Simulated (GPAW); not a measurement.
Input of a GPAW 26.7.0 run:

run.py

```python
from ase import Atoms
from ase.dft.bandgap import bandgap
from ase.io import write
from ase.units import GPa
from gpaw import GPAW, PW

atoms = Atoms(['Ge', 'Ge'],
              cell=[[-2.574489719, 2.574489719, 1.3974126432],
                    [2.574489719, -2.574489719, 1.3974126432],
                    [2.574489719, 2.574489719, -1.3974126432]],
              scaled_positions=[[0.5, 0.5, 0.0],
                                [0.25, 0.75, 0.5]],
              pbc=True)

calc = GPAW(mode=PW(600),
            xc='PBE',
            kpts={'size': (11, 11, 11), 'gamma': True},
            occupations={'name': 'methfessel-paxton', 'order': 0, 'width': 0.025},
            nbands=11,
            convergence={'density': 1e-05, 'energy': 1e-05},
            maxiter=150,
            txt='gpaw.txt')
atoms.calc = calc
energy = atoms.get_potential_energy()
forces = atoms.get_forces()
stress = atoms.get_stress()
calc.write('gs.gpw')
write('result.traj', atoms)
print(f'Energy: {energy:.6f} eV')
print('Forces (eV/A):')
print(forces.round(4))
print('Stress (GPa):', (stress / GPa).round(3))
print('Fermi level:', round(calc.get_fermi_level(), 4), 'eV')
print(f'Gap: {bandgap(calc)[0]:.4f} eV, direct: {bandgap(calc, direct=True)[0]:.4f} eV')
```

Potentials or basis: GPAW PAW data sets (gpaw-data 1.2.1), pw.

Launch:

```sh
$ OMP_NUM_THREADS=1 python run.py
```

(1) Predict the pressure.

(2) Estimate the band gap on the k mesh.

Answers

(1) 3.1 GPa.

(2) none (metal or under the smearing width).
